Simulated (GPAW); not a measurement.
Runs of GPAW 26.7.0 on Cu. The structure is hexagonal, space group P6_3/mmc (No. 194). Conventional cell: a = 2.531 Å, b = 2.531 Å, c = 8.262 Å, α = 90.00°, β = 90.00°, γ = 120.00°. Cu (site symmetry -6m2) is surrounded by 12 Cu at 2.53 Å. Cu (site symmetry -3m) has 12 Cu at 2.53 Å as nearest neighbours. This isn't the form of Cu at room conditions, which is fcc.

```tsv
task	level	potentials or basis	cell	k mesh	band path	band points	optimizer	fmax	max steps	mesh quality	gap on the mesh (eV)	pressure (GPa)	relaxed volume (Å³/atom)
band structure	LDA	the program's PAW data sets (release 1.2.1) made for this functional, pw	as given	8 × 8 × 2	GMKGALHA,LM,KH	60	-	-	-	coarse	-	(a)	-
relaxation of cell and atoms	PBEsol+D3(BJ)	PAW data sets generated in the run's folder for this functional, pw	relaxed	8 × 8 × 2	-	-	BFGS	0.02 eV/Å	60	coarse	none	-0.1	10.98
relaxation of cell and atoms	PBEsol	PAW data sets generated in the run's folder for this functional, pw	relaxed	8 × 8 × 2	-	-	BFGS	0.02 eV/Å	60	coarse	none	-0.1	(b)
relaxation of cell and atoms	PBEsol+D3	PAW data sets generated in the run's folder for this functional, pw	relaxed	8 × 8 × 2	-	-	BFGS	0.02 eV/Å	60	coarse	none	-0.1	11.01
single point	PBEsol	PAW data sets generated in the run's folder for this functional, pw	as given	12 × 12 × 4	-	-	-	-	-	not flagged	none	0.1	-
```

Alike in all rows: no spin polarisation; cutoff (eV) 600; smearing fermi-dirac 0.05 eV.

**Question.** Estimate the missing entries.

**Answer.** (a) -6.8; (b) 11.50.

Caveats: some runs use coarse meshes; later steps reuse the first step's grids (some runs); pairwise dispersion overbinds metals, which lowers pressure and volume (some runs).

A k mesh can miss the band edges.

A gap of «none» marks a metal or a gap under the smearing width.

Not every run made on this cell is shown here.
